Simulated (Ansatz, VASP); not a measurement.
# CdS: VASP beside Ansatz

POSCAR

```
CdS
1.0
    0.0000000000      2.7042729036      2.7042729036
    2.7042729036      0.0000000000      2.7042729036
    2.7042729036      2.7042729036      0.0000000000
Cd S
1 1
Direct
   -0.0063692780      0.0063692780      0.0063692780
    0.5223330012      0.4776669988      0.4776669988
```

Contents of INCAR.step1:

```
  PREC = Accurate
  ENCUT = 520
  ISMEAR = 0
  SIGMA = 0.05
  LREAL = False
  LASPH = True
  NELM = 80
  NBANDS = 16
  GGA = PE
  ALGO = Normal
  EDIFF = 1E-4
  LWAVE = True
  LCHARG = False
```

File INCAR.step2:

```
  PREC = Accurate
  ENCUT = 520
  EDIFF = 1E-6
  ISMEAR = 0
  SIGMA = 0.05
  LREAL = False
  LASPH = True
  NELM = 80
  ALGO = Normal
  ISIF = 2
  LWAVE = False
  LCHARG = True
  METAGGA = R2SCAN
  LMIXTAU = True
  LELF = True
  LVHAR = True
  NBANDS = 16
  ISTART = 1
```

KPOINTS

```
regular mesh
0
Gamma
  8 8 8
```

Input for Ansatz:

```yaml
crystal:
  lattice:
    - [0.0, 2.7042729036, 2.7042729036]
    - [2.7042729036, 0.0, 2.7042729036]
    - [2.7042729036, 2.7042729036, 0.0]
  atoms:
    - { symbol: Cd, position: [-0.006369278, 0.006369278, 0.006369278] }
    - { symbol: S, position: [0.5223330012, 0.4776669988, 0.4776669988] }
basis:
  ecutwfc: 500
kpoints:
  mp_grid: { grid: [8, 8, 8] }
hamiltonian:
  xc: r2scan
scf:
  occupations: { method: gaussian, width: 0.05 }
output:
  forces: true
  stress: true
  eigenvalues: true
```

Change from the starting cell: mode 4 frozen in at -0.122 Å, equal normal strain along x, y and z -0.0083.

Alike in both runs: task single point; functional r2SCAN; k mesh 8 × 8 × 8; occupations gaussian, width 0.05 eV; no spin polarisation.

|  | VASP | Ansatz |
| --- | --- | --- |
| version | VASP 6.6.1 | Ansatz 0.2.0 |
| potentials or method | VASP PAW PBE potentials, release 64 (Cd, S) | scalar-relativistic, plane waves, PAW |
| plane-wave cutoff (eV) | 520 | 500 |
| valence electrons in the cell | 18 | 26 |

|  | VASP | Ansatz | Ansatz less VASP |
| --- | --- | --- | --- |
| gap on the k mesh at the Fermi level (eV) | 0.78 | 0.80 | +0.020 |
| least direct gap on the mesh (eV) | 2.50 | 2.54 | +0.036 |
| pressure (GPa) | 3.5 | 3.0 | -0.55 |
| largest component of the traceless stress (GPa) | 1.95 | 1.91 | -0.047 |
| rms of the force components (eV/Å) | 0.244 | 0.235 | -0.0092 |

Atom by atom the forces differ by 0.009 eV/Å (rms over components). With one functional, cell and mesh, what is left measures potentials, basis and numerics. The two sets of potentials don't hold the same shells in valence.

Caveats: the PAW data sets were made with another functional, which shifts forces and pressure a little (VASP). A k mesh can miss the band edges.
